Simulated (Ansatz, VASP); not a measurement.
One calculation of BN, two programs

```
B N
1.0
     2.55394    0.00000    0.00000
    -1.27697    2.21178    0.00000
     0.00000    0.00000    4.22685
B N
2 2
Direct
  0.66667 0.33333 0.99972
  0.33333 0.66667 0.49972
  0.66667 0.33333 0.62528
  0.33333 0.66667 0.12528
```

Measurements of this composition are mostly on another form, of space group No. 194.

Alike in both runs: task relaxation of cell and atoms; functional r2SCAN; dispersion rVV10; k mesh 12 × 12 × 6; occupations gaussian, width 0.02 eV; no spin polarisation.

|  | VASP | Ansatz |
| --- | --- | --- |
| version | VASP 6.6.1 | Ansatz 0.2.0 |
| potentials or method | VASP PAW PBE potentials, release 64 (B, N) | scalar-relativistic, plane waves, PAW |
| plane-wave cutoff (eV) | 600 | 500 |
| valence electrons in the cell | 16 | 16 |

|  | VASP | Ansatz | Ansatz less VASP |
| --- | --- | --- | --- |
| gap on the k mesh at the Fermi level, each at its own relaxed structure (eV) | 5.66 | 5.68 | +0.024 |
| relaxed volume (Å³/atom) | 5.90 | 5.88 | -0.022 |
| relaxed cell length with the largest relative difference (Å) | 2.544 | 2.541 | -0.0033 |
| energy change over the relaxation (meV/atom) | -1 | -2 | -0.7 |

Caveats: the PAW data sets were made with another functional, which shifts forces and pressure a little (VASP). A k mesh can miss the band edges. r2SCAN opens gaps a little over a GGA but as a rule still falls short of measured ones.
